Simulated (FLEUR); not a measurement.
# Pd (P6_3/mmc) in FLEUR: a series of runs

Runs on Pd. Level: LDA. Tasks: band structure, equation of state.

Everything below comes from runs of FLEUR MaX-R8.1 (later development tree). Logs are shortened: lines on timing, memory, paths and dates and some standing lists are left out, and cuts for length are marked.

## Step 1: Starting point

The structure is hexagonal, space group P6_3/mmc (No. 194). Conventional cell: a = 2.784 Å, b = 2.784 Å, c = 4.629 Å, α = 90.00°, β = 90.00°, γ = 120.00°. Around Pd (site symmetry -6m2) lie 12 Pd at 2.78 to 2.82 Å.

This isn't the form of Pd at room conditions, which is fcc.

## Step 2: Band structure, LDA

inp.xml reads:

```xml
<?xml version="1.0" encoding="UTF-8" standalone="no"?>
<fleurInput fleurInputVersion="0.39">
   <comment>
      Pd                                                                                                  
   </comment>
   <calculationSetup>
      <cutoffs Kmax="4.1" Gmax="12.7" GmaxXC="12.7" numbands="0"/>
      <scfLoop itmax="60" minDistance="0.00001" maxIterBroyd="15" imix="Anderson" alpha="0.05" precondParam="0.0" spinf="2.0" sdNocoIR="T"/>
      <coreElectrons ctail="T" frcor="F" kcrel="0" coretail_lmax="0"/>
      <xcFunctional name="vwn" relativisticCorrections="F"/>
      <magnetism jspins="1"/>
      <soc l_soc="F" theta="0.0" phi="0.0" spav="F"/>
      <expertModes spex="0" secvar="F"/>
      <geometryOptimization l_f="F" forcealpha="1.0" forcemix="BFGS" epsdisp="0.00001" epsforce="0.00001"/>
      <ldaU l_linMix="F" mixParam="0.05" spinf="1.0"/>
   </calculationSetup>
   <cell>
      <bzIntegration valenceElectrons="36.0" mode="hist" fermiSmearingEnergy="0.00183747">
         <kPointListSelection listName="default-1"/>
         <!-- k-points included here -->
         <xi:include xmlns:xi="http://www.w3.org/2001/XInclude" href="kpts.xml"> </xi:include>
      </bzIntegration>
      <!-- symmetry operations included here -->
      <xi:include xmlns:xi="http://www.w3.org/2001/XInclude" href="sym.xml"> </xi:include>
      <bulkLattice scale="1.0">
         <bravaisMatrix>
            <row-1>    5.2603645591841151     0.0000000000000000     0.0000000000000000</row-1>
            <row-2>   -2.6301822795920575     4.5556093414404790     0.0000000000000000</row-2>
            <row-3>    0.0000000000000000     0.0000000000000000     8.7473400300780675</row-3>
         </bravaisMatrix>
      </bulkLattice>
   </cell>
   <atomSpecies>
      <species name="Palladium (Pd)" element="Pd" atomicNumber="46">
         <mtSphere radius="2.44" gridPoints="807" logIncrement="0.016"/>
         <atomicCutoffs lmax="10" lnonsphr="10"/>
         <electronConfig flipSpins="F">
            <coreConfig>(1s1/2) (2s1/2) (2p1/2) (2p3/2) (3s1/2) (3p1/2) (3p3/2) (3d3/2) (3d5/2)</coreConfig>
            <valenceConfig>(4s1/2) (4p1/2) (4p3/2) (5s1/2) (4d3/2) (4d5/2)</valenceConfig>
            <stateOccupation state="(5s1/2)" spinUp="0.500000" spinDown="0.500000"/>
            <stateOccupation state="(4d3/2)" spinUp="1.800000" spinDown="1.800000"/>
            <stateOccupation state="(4d5/2)" spinUp="2.700000" spinDown="2.700000"/>
         </electronConfig>
         <energyParameters s="5" p="5" d="4" f="4"/>
         <lo type="SCLO" l="0" n="4" eDeriv="0"/>
         <lo type="SCLO" l="1" n="4" eDeriv="0"/>
         <lo type="SCLO" l="1" n="4" eDeriv="1"/>
         <lo type="SCLO" l="2" n="4" eDeriv="2"/>
         <lo type="SCLO" l="3" n="4" eDeriv="2"/>
      </species>
   </atomSpecies>
   <atomGroups>
      <atomGroup species="Palladium (Pd)">
         <relPos label="                   1">1.000/3.000 -1.000/3.000 1.000/4.000</relPos>
         <relPos label="                   2">-1.000/3.000 1.000/3.000 -1.000/4.000</relPos>
         <force calculate="T" relaxXYZ="TTT"/>
      </atomGroup>
   </atomGroups>
   <output dos="F" band="F" slice="F">
      <checks vchk="F" cdinf="F"/>
      <bandDOS minEnergy="-.5*Htr" maxEnergy="0.5*Htr" sigma="0.015" storeEVData="T"/>
      <vacuumDOS vacdos="F" integ="F" star="F" nstars="0" locx1="0.0" locy1="0.0" locx2="0.0" locy2="0.0" nstm="0" tworkf="0.0"/>
      <unfoldingBand unfoldBand="F" supercellX="1" supercellY="1" supercellZ="1"/>
      <plotting iplot="0" polar="F">
         <plot TwoD="T" vec1="  1.0  0.0  0.0" vec2="  0.0  1.0  0.0" vec3="  0.0  0.0  1.0" zero="  0.0  0.0  0.0" file="plot"/>
      </plotting>
      <chargeDensitySlicing numkpt="0" minEigenval="0.0" maxEigenval="0.0" nnne="0" pallst="F"/>
      <specialOutput eonly="F"/>
      <moessbauerParams electricFieldGradient="T" isomerShift="T" coreHyperfine="T" valenceHyperfine="T"/>
      <magneticCircularDichroism mcd="F" energyLo="-10.0" energyUp="0.0"/>
   </output>
  <!-- We include the file relax.xml here to enable relaxations (see documentation) -->
  <xi:include xmlns:xi="http://www.w3.org/2001/XInclude" href="relax.xml"> <xi:fallback/> </xi:include>
</fleurInput>
```

crystal.txt reads:

```
Pd
&input cartesian=F /
2.7836650458  0.0000000000  0.0000000000
-1.3918325229  2.4107246453  0.0000000000
0.0000000000  0.0000000000  4.6288930000
1.8897261246
1.0 1.0 1.0

2
46 0.3333333334  0.6666666668  0.2500000000
46 0.6666666668  0.3333333334  0.7500000000

&kpt div1=11 div2=11 div3=6 gamma=T /
```

inp.xml (bands) reads:

```
<?xml version="1.0" encoding="UTF-8" standalone="no"?>
<fleurInput fleurInputVersion="0.39">
   <comment>
      Pd                                                                                                  
   </comment>
   <calculationSetup>
      <cutoffs Kmax="4.1" Gmax="12.7" GmaxXC="12.7" numbands="0"/>
      <scfLoop itmax="60" minDistance="0.00001" maxIterBroyd="15" imix="Anderson" alpha="0.05" precondParam="0.0" spinf="2.0" sdNocoIR="T"/>
      <coreElectrons ctail="T" frcor="F" kcrel="0" coretail_lmax="0"/>
      <xcFunctional name="vwn" relativisticCorrections="F"/>
      <magnetism jspins="1"/>
      <soc l_soc="F" theta="0.0" phi="0.0" spav="F"/>
      <expertModes spex="0" secvar="F"/>
      <geometryOptimization l_f="F" forcealpha="1.0" forcemix="BFGS" epsdisp="0.00001" epsforce="0.00001"/>
      <ldaU l_linMix="F" mixParam="0.05" spinf="1.0"/>
   </calculationSetup>
   <cell>
      <bzIntegration valenceElectrons="36.0" mode="hist" fermiSmearingEnergy="0.00183747">
         <kPointListSelection listName="path-1"/>
         <!-- k-points included here -->
         <xi:include xmlns:xi="http://www.w3.org/2001/XInclude" href="kpts.xml"> </xi:include>
      </bzIntegration>
      <!-- symmetry operations included here -->
      <xi:include xmlns:xi="http://www.w3.org/2001/XInclude" href="sym.xml"> </xi:include>
      <bulkLattice scale="1.0">
         <bravaisMatrix>
            <row-1>    5.2603645591841151     0.0000000000000000     0.0000000000000000</row-1>
            <row-2>   -2.6301822795920575     4.5556093414404790     0.0000000000000000</row-2>
            <row-3>    0.0000000000000000     0.0000000000000000     8.7473400300780675</row-3>
         </bravaisMatrix>
      </bulkLattice>
   </cell>
   <atomSpecies>
      <species name="Palladium (Pd)" element="Pd" atomicNumber="46">
         <mtSphere radius="2.44" gridPoints="807" logIncrement="0.016"/>
         <atomicCutoffs lmax="10" lnonsphr="10"/>
         <electronConfig flipSpins="F">
            <coreConfig>(1s1/2) (2s1/2) (2p1/2) (2p3/2) (3s1/2) (3p1/2) (3p3/2) (3d3/2) (3d5/2)</coreConfig>
            <valenceConfig>(4s1/2) (4p1/2) (4p3/2) (5s1/2) (4d3/2) (4d5/2)</valenceConfig>
            <stateOccupation state="(5s1/2)" spinUp="0.500000" spinDown="0.500000"/>
            <stateOccupation state="(4d3/2)" spinUp="1.800000" spinDown="1.800000"/>
            <stateOccupation state="(4d5/2)" spinUp="2.700000" spinDown="2.700000"/>
         </electronConfig>
         <energyParameters s="5" p="5" d="4" f="4"/>
         <lo type="SCLO" l="0" n="4" eDeriv="0"/>
         <lo type="SCLO" l="1" n="4" eDeriv="0"/>
         <lo type="SCLO" l="1" n="4" eDeriv="1"/>
         <lo type="SCLO" l="2" n="4" eDeriv="2"/>
         <lo type="SCLO" l="3" n="4" eDeriv="2"/>
      </species>
   </atomSpecies>
   <atomGroups>
      <atomGroup species="Palladium (Pd)">
         <relPos label="                   1">1.000/3.000 -1.000/3.000 1.000/4.000</relPos>
         <relPos label="                   2">-1.000/3.000 1.000/3.000 -1.000/4.000</relPos>
         <force calculate="T" relaxXYZ="TTT"/>
      </atomGroup>
   </atomGroups>
   <output dos="F" band="T" slice="F">
      <checks vchk="F" cdinf="F"/>
      <bandDOS minEnergy="-.5*Htr" maxEnergy="0.5*Htr" sigma="0.015" storeEVData="T"/>
      <vacuumDOS vacdos="F" integ="F" star="F" nstars="0" locx1="0.0" locy1="0.0" locx2="0.0" locy2="0.0" nstm="0" tworkf="0.0"/>
      <unfoldingBand unfoldBand="F" supercellX="1" supercellY="1" supercellZ="1"/>
      <plotting iplot="0" polar="F">
         <plot TwoD="T" vec1="  1.0  0.0  0.0" vec2="  0.0  1.0  0.0" vec3="  0.0  0.0  1.0" zero="  0.0  0.0  0.0" file="plot"/>
      </plotting>
      <chargeDensitySlicing numkpt="0" minEigenval="0.0" maxEigenval="0.0" nnne="0" pallst="F"/>
      <specialOutput eonly="F"/>
      <moessbauerParams electricFieldGradient="T" isomerShift="T" coreHyperfine="T" valenceHyperfine="T"/>
      <magneticCircularDichroism mcd="F" energyLo="-10.0" energyUp="0.0"/>
   </output>
  <!-- We include the file relax.xml here to enable relaxations (see documentation) -->
  <xi:include xmlns:xi="http://www.w3.org/2001/XInclude" href="relax.xml"> <xi:fallback/> </xi:include>
</fleurInput>
```

Potentials or basis: all-electron, FLAPW.

The run is started by

```
> inpgen -f crystal.txt -profile fastHighL
> # inp.xml edited to the form shown
> fleur_MPI
> fleur_MPI   # second run, on inp.xml (bands)
```

Standard output:

```text
Welcome to FLEUR        (www.flapw.de)
      MaX-Release 8.1          (www.max-centre.eu)

 ========== k-point set info ==========
 Selected k-point list: default-1
 k-point list type: mesh
 11 x 11 x 6
 Number of k points: 64

 ------------Calculation Setup---------------------------
 Number of MPI-tasks      :            1
 Number of PE/node        :            1
 Number of OMP-threads    :            1
 Most efficient MPI parallelization for:
           1           2           4           8          16          32          64
 Additional eigenvalue parallelization possible
 Number of basis functions:          323
 Approximate size of matrices (H+S) per k-point:         0.002 GB
 --------------------------------------------------------
 Iteration:     1   Distance:      13.61417959 me/bohr^3
 Iteration:     2   Distance:      11.57231134 me/bohr^3
 Iteration:     3   Distance:       3.85126321 me/bohr^3
 Iteration:     4   Distance:       0.84483004 me/bohr^3
 Iteration:     5   Distance:       0.69178455 me/bohr^3
 Iteration:     6   Distance:       0.12514702 me/bohr^3
 Iteration:     7   Distance:       0.09818372 me/bohr^3
 Iteration:     8   Distance:       0.04605276 me/bohr^3
 Iteration:     9   Distance:       0.01186921 me/bohr^3
 Iteration:    10   Distance:       0.00154009 me/bohr^3
 Iteration:    11   Distance:       0.00014413 me/bohr^3
 Iteration:    12   Distance:       0.00030048 me/bohr^3
 Iteration:    13   Distance:       0.00000504 me/bohr^3

 ********************************************************************
 Run finished successfully
 Stop message:
   all done
 ********************************************************************
```

output (bands):

```text
Welcome to FLEUR        (www.flapw.de)
      MaX-Release 8.1          (www.max-centre.eu)

 ========== k-point set info ==========
 Selected k-point list: path-1
 k-point list type: path
 Number of k points: 60

 ------------Calculation Setup---------------------------
 Number of MPI-tasks      :            1
 Number of PE/node        :            1
 Number of OMP-threads    :            1
 Most efficient MPI parallelization for:
           1           2           3           4           5           6          10          12          15          20          30          60
 Additional eigenvalue parallelization possible
 Number of basis functions:          325
 Approximate size of matrices (H+S) per k-point:         0.002 GB
 --------------------------------------------------------
 Fermi energy correction for metals:
 Fermi energy in bands.* files may not be consistent with last density.
 Please correct it manually (e.g. in band.gnu file).

 Note: Band structure data (together with different weights) is also stored in the banddos.hdf file.
       A convenient way of extracting and plotting the data from that file is by making use of the

 ********************************************************************
 Run finished successfully
 Stop message:
   Charge density postprocessing done.
 ********************************************************************
```

out.xml (last iteration):

```text
<iteration numberForCurrentRun="   13" overallNumber="   13">
         <energyParameters units="Htr">
            <atomicEP atomType="1" spin="1" branch="5s" branchLowest="-2.71" branchHighest="1.84" value="0.2674056229"/>
            <atomicEP atomType="1" spin="1" branch="5p" branchLowest="-1.44" branchHighest="2.53" value="0.4049133913"/>
            <atomicEP atomType="1" spin="1" branch="4d" branchLowest="-11.56" branchHighest="0.47" value="0.2791806021"/>
            <atomicEP atomType="1" spin="1" branch="4f" branchLowest="-9.99" branchHighest="2.41" value="0.7030510363"/>
            <loAtomicEP atomType="1" spin="1" branch="4s" branchLowest="-22.91" branchHighest="-2.71" value="-2.7201755514"/>
            <loAtomicEP atomType="1" spin="1" branch="4p" branchLowest="-18.53" branchHighest="-1.44" value="-1.4673222297"/>
            <loAtomicEP atomType="1" spin="1" branch="4p" branchLowest="-18.53" branchHighest="-1.44" value="-1.4673222297"/>
            <loAtomicEP atomType="1" spin="1" branch="4d" branchLowest="-11.56" branchHighest="0.47" value="0.2738628968"/>
            <loAtomicEP atomType="1" spin="1" branch="4f" branchLowest="-9.99" branchHighest="2.41" value="0.7030521988"/>
         </energyParameters>
         <eigenvalues>
            <eigenvaluesAt spin="1" ikpt="1" k_x="0.00000000" k_y="0.00000000" k_z="0.00000000">
                      -2.7217628538       -2.7203003225       -1.4682411885       -1.4596725191       -1.4596725191
                      -1.4580210474       -1.4580210474       -1.4561812009        0.1045615833        0.1739627478
                       0.2566551783        0.2637232971        0.2637232971        0.2758447070        0.2758447070
                       0.3000451614        0.3000451614        0.3496297495        0.3496297495        0.3903608557
                       0.5979320745        0.9794592322        1.0349283423        1.0635078974        1.1457506680
                       1.1457506680        1.2289595243        1.2289595243
            </eigenvaluesAt>
            <eigenvaluesAt spin="1" ikpt="2" k_x="0.00000000" k_y="0.00000000" k_z="0.16666667">
                      -2.7216654455       -2.7203988846       -1.4674443295       -1.4595620621       -1.4595620621
                      -1.4581318407       -1.4581318407       -1.4570005932        0.1131045009        0.1751729705
                       0.2544423434        0.2618701169        0.2618701169        0.2732481314        0.2732481314
                       0.3062574751        0.3062574751        0.3484613643        0.3484613643        0.3543340936
                       0.6475647482        0.9644109450        1.0419166766        1.0454988219        1.1346471949
[... 42 lines left out ...]
            <totalCharge value="91.9999999975"/>
         </allElectronCharges>
         <moessbauerParams unitsHFF="kG" unitsIS="e/bohr^3" unitsEFG="Htr/bohr^2">
            <coreIsomerShift atomType="1" isTotal="133746.57580">
               <shell n="1" l="0" isomerShift="117584.64984"/>
               <shell n="2" l="0" isomerShift="13349.22868"/>
               <shell n="2" l="1" isomerShift="266.03177"/>
               <shell n="3" l="0" isomerShift="2493.49843"/>
               <shell n="3" l="1" isomerShift="53.16708"/>
               <shell n="3" l="2" isomerShift="0.00001"/>
            </coreIsomerShift>
            <isomerShift atomType="1" nucleusRadius="0.0001119" averageDensity="134234.55602"/>
            <electricFieldGradient atomType="1" VXX="0.07685" VYY="0.07685" VZZ="-0.15371" asymParam="0.00000">
            </electricFieldGradient>
         </moessbauerParams>
         <totalEnergy                                    value="   -10084.7061447499" units="Htr">
            <sumOfEigenvalues                            value="    -6019.0129800271">
               <coreElectrons value="-5995.9457277775"/>
               <valenceElectrons value="-23.0672522496"/>
            </sumOfEigenvalues>
            <densityCoulombPotentialIntegral value="-16178.5151600853"/>
            <densityEffectivePotentialIntegral value="-16548.1923408907"/>
            <chargeDenXCDenIntegral value="-278.8329869884"/>
            <FockExchangeEnergyValence value="0.0000000000"/>
            <FockExchangeEnergyCore value="0.0000000000"/>
            <atomTypeDependentContributions atomType="1">
               <electronNucleiInteractionDifferentMTs value="12201.7840393378"/>
               <MadelungTerm value="-44.0108992446"/>
            </atomTypeDependentContributions>
            <tkbTimesEntropy value="0.0017694798"/>
            <freeEnergy value="-10084.7079142297"/>
            <extrapolationTo0K value="-10084.7070294898"/>
         </totalEnergy>
         <densityConvergence units="me/bohr^3">
            <chargeDensity spin="1" distance="0.0000050383"/>
         </densityConvergence>
      </iteration>
```

Wall time 66 s (1 thread of Intel Xeon at 2.50GHz (Skylake/Cascade Lake), shared host); peak memory 0.06 GiB.

Results:

* Free energy: -274418.8822 eV
* Band gap along the path: none (metal or under the smearing width)
* Valence electrons inside the program's atomic spheres: Pd 16.63 (radii Pd 2.44 bohr)

Levels at the corners of the path, in eV from the Fermi level:
| point | band 14 | band 15 | band 16 | band 17 | band 18 | band 19 | band 20 | band 21 | band 22 | band 23 |
| --- | --- | --- | --- | --- | --- | --- | --- | --- | --- | --- |
| Γ | -2.23 | -2.23 | -1.57 | -1.57 | -0.23 | -0.23 | 0.88 | 6.53 | 16.91 | 18.42 |
| M | -2.03 | -1.67 | 0.00 | 0.03 | 0.18 | 2.48 | 4.30 | 9.24 | 9.60 | 12.40 |
| K | -2.70 | -1.73 | -0.48 | -0.48 | -0.35 | 5.73 | 5.86 | 5.86 | 11.94 | 12.90 |
| Γ | -2.23 | -2.23 | -1.57 | -1.57 | -0.23 | -0.23 | 0.88 | 6.53 | 16.91 | 18.42 |
| A | -2.60 | -2.60 | -2.60 | -0.66 | -0.66 | -0.66 | -0.66 | 13.61 | 13.61 | 17.34 |
| L | -1.45 | -0.45 | -0.45 | 0.11 | 0.11 | 2.56 | 2.56 | 7.76 | 7.76 | 15.96 |
| H | -2.63 | -1.70 | -1.70 | -0.17 | -0.17 | 6.69 | 6.69 | 8.45 | 8.45 | 8.89 |
| A | -2.60 | -2.60 | -2.60 | -0.66 | -0.66 | -0.66 | -0.66 | 13.61 | 13.61 | 17.34 |
| L | -1.45 | -0.45 | -0.45 | 0.11 | 0.11 | 2.56 | 2.56 | 7.76 | 7.76 | 15.96 |
| M | -2.03 | -1.67 | 0.00 | 0.03 | 0.18 | 2.48 | 4.30 | 9.24 | 9.60 | 12.40 |
| K | -2.70 | -1.73 | -0.48 | -0.48 | -0.35 | 5.73 | 5.86 | 5.86 | 11.94 | 12.90 |
| H | -2.63 | -1.70 | -1.70 | -0.17 | -0.17 | 6.69 | 6.69 | 8.45 | 8.45 | 8.89 |

Core levels (eV from the Fermi level):
```tsv
atom	levels
1 Pd	1s1/2 -24120.9, 2s1/2 -3520.8, 2p1/2 -3267.7, 2p3/2 -3108.5, 3s1/2 -633.2, 3p1/2 -533.2, 3p3/2 -505.5, 3d3/2 -327.7, 3d5/2 -322.2
2 Pd	1s1/2 -24120.9, 2s1/2 -3520.8, 2p1/2 -3267.7, 2p3/2 -3108.5, 3s1/2 -633.2, 3p1/2 -533.2, 3p3/2 -505.5, 3d3/2 -327.7, 3d5/2 -322.2
```

(Continued in part 2 of 2.)
